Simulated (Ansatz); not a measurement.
# Ru: the cost of one run

Computed with Ansatz 0.2.0 (DFT r2SCAN, scalar-relativistic, plane waves, PAW, unless a step's input says otherwise).

2 further runs of the same task are left out: 2 set aside as unsound or not needed.

## 1. The starting structure

It takes space group P6_3/mmc (No. 194, hexagonal). Conventional cell: a = 2.702 Å, b = 2.702 Å, c = 4.266 Å, α = 90.00°, β = 90.00°, γ = 120.00°. Around Ru (site symmetry -6m2) lie 12 Ru at 2.64 to 2.70 Å.

As a file:

```
CELL_PARAMETERS angstrom
2.70246 0.00000 0.00000
-1.35123 2.34040 0.00000
0.00000 0.00000 4.26584
ATOMIC_POSITIONS crystal
Ru 0.33333 0.66667 0.25000
Ru 0.66667 0.33333 0.75000
```

It goes back to an entry of the Materials Project.

This cell was relaxed beforehand with the same method: volume 13.49 Å³/atom, gap on the mesh none (metal).

The unstrained cell comes from an earlier run at this level (2 atoms, E(σ→0) -11781.4092 eV, gap none (metal)).

## 2. Strain +1.0 %

File input.yaml:

```yaml
crystal:
  lattice:
    - [2.7024647917, 0.0, 0.0]
    - [-1.3512323959, 2.3404031625, 0.0]
    - [0.0426583901, 0.0, 4.2658390133]
  atoms:
    - { symbol: Ru, position: [0.3333333333, 0.6666666667, 0.25] }
    - { symbol: Ru, position: [0.6666666667, 0.3333333333, 0.75] }
basis:
  ecutwfc: 500
kpoints:
  mp_grid: { grid: [24, 24, 12] }
hamiltonian:
  xc: r2scan
scf:
  occupations: { method: gaussian, width: 0.1 }
output:
  forces: true
  stress: true
  eigenvalues: true
relax:
  adjacent_minimum: "off"
  f_tol: 0.008
  max_steps: 40
```

The run is started by

```
ansatz run input.yaml --threads 1 --pin off --max-ram 2560MiB --backend cpu --events-out ev --progress --plain --runs-dir out
```

What time and memory should one allow on 1 thread of AMD EPYC (Zen 3), shared host?

About 7.2 min, with a peak of 1.3 GiB.
